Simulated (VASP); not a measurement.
**From VASP inputs to Ansatz: Li2S (antifluorite)**

INCAR

```
LWAVE = .FALSE.
ISIF = 2
LREAL = .FALSE.
GGA = PE
LCHARG = .TRUE.
NSW = 0
IBRION = -1
ENCUT = 520
LELF = .TRUE.
PREC = Accurate
NELM = 120
EDIFF = 1E-7
NBANDS = 13
ISMEAR = -1
SIGMA = 0.02
LASPH = .TRUE.
```

KPOINTS

```
KPOINTS created by Atomic Simulation Environment
0
Gamma
8 8 8
0 0 0
```

KPOINTS_OPT

```
special points
7
Reciprocal
0.0000000000 0.0000000000 0.0000000000 1
0.5000000000 0.0000000000 0.5000000000 1
0.6250000000 0.2500000000 0.6250000000 1
0.3750000000 0.3750000000 0.7500000000 1
0.5000000000 0.5000000000 0.5000000000 1
0.5000000000 0.2500000000 0.7500000000 1
0.0000000000 0.5000000000 0.5000000000 1
```

POSCAR

```
S  Li
 1.0000000000000000
     0.0000000000000000    2.8452942164924329    2.8452942164924329
     2.8452942164924329    0.0000000000000000    2.8452942164924329
     2.8452942164924329    2.8452942164924329    0.0000000000000000
 S   Li
   1   2
Cartesian
 -0.0000000000000000 -0.0000000000000000  0.0000000000000000
  1.4226471082462164  1.4226471082462164  1.4226471082462164
  4.2679413247386497  4.2679413247386497  4.2679413247386497
```

VASP ran with the recommended PBE PAW datasets (12 valence electrons in the cell).

Problem. Write an Ansatz input for this cell and level of theory.

Solution. 

```yaml
crystal:
  lattice:
    - [0.0, 2.8452942165, 2.8452942165]
    - [2.8452942165, 0.0, 2.8452942165]
    - [2.8452942165, 2.8452942165, 0.0]
  atoms:
    - { symbol: S, position: [0.0, 0.0, 0.0] }
    - { symbol: Li, position: [0.25, 0.25, 0.25] }
    - { symbol: Li, position: [0.75, 0.75, 0.75] }
kpoints:
  mp_grid: { grid: [8, 8, 8] }
  band_path:
    path:
      - [0.0, 0.0, 0.0]
      - [0.5, 0.0, 0.5]
      - [0.625, 0.25, 0.625]
      - [0.375, 0.375, 0.75]
      - [0.5, 0.5, 0.5]
      - [0.5, 0.25, 0.75]
      - [0.0, 0.5, 0.5]
    npoints: 1
hamiltonian:
  xc: pbe
scf:
  occupations: { method: fermi_dirac, width: 0.02 }
  n_extra_bands: 4
output:
  forces: true
  stress: true
  eigenvalues: true
```

Other inputs would serve too.

```json
{"": "gap between bands v and c", "VASP": "3.39 eV", "Ansatz": "3.39 eV"}
{"": "least direct gap", "VASP": "4.30 eV", "Ansatz": "4.29 eV"}
{"": "pressure", "VASP": "0.2 GPa", "Ansatz": "0.3 GPa"}
```

The two codes use different PAW datasets and cutoffs. VASP's cell holds 12 valence electrons and Ansatz's 12. Ansatz's stress includes a Pulay correction; VASP's doesn't.
